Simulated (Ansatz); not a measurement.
How far PBE and r2SCAN part for RuO2, isotropic strain +2.33 %

The reference is RuO2 in the rutile structure (space group P4_2/mnm, No. 136; a = 4.523 Å, c = 3.119 Å).

(Cell as relaxed with PBE.)

Levels (all Ansatz, a program for electronic structure, PAW): PBE (420 eV, without spin-orbit coupling); r2SCAN (500 eV, no spin-orbit coupling).

Each level relaxes its own structure.

| base | PBE | r2SCAN |
|---|---|---|
| volume per atom | 10.64 Å³ | 10.39 Å³ |
| lattice parameter a | 4.523 Å | 4.480 Å |
| band gap | zero | zero |

It is then changed as follows: an isotropic linear strain of +2.33 %; the atoms relax in the strained cell.

| quantity | PBE | r2SCAN |
|---|---|---|
| energy relative to the base (free energy F) | +39 meV/atom | [?] |
| pressure (mean of the normal stresses, compression positive) | -15.2 GPa | [?] |
| band gap | zero | [?] |

### Question
What does r2SCAN give?

### Answer

- energy relative to the base (free energy F), r2SCAN: +42 meV/atom
- pressure (mean of the normal stresses, compression positive), r2SCAN: -17.0 GPa
- band gap, r2SCAN: zero

PBE's energy relative to the base lies 3.4 meV/atom below r2SCAN's; PBE's pressure lies 1.8 GPa above r2SCAN's; the two agree on the band gap. Neither level is exact; r2SCAN is the comparison here, not a measurement.

No phonon test of stability was made. Starting moments died away, wholly or in part, for the base; another magnetic solution may exist. No Hubbard U is applied, and correlation can decide whether such a compound is a metal. All final runs are without spin polarisation.
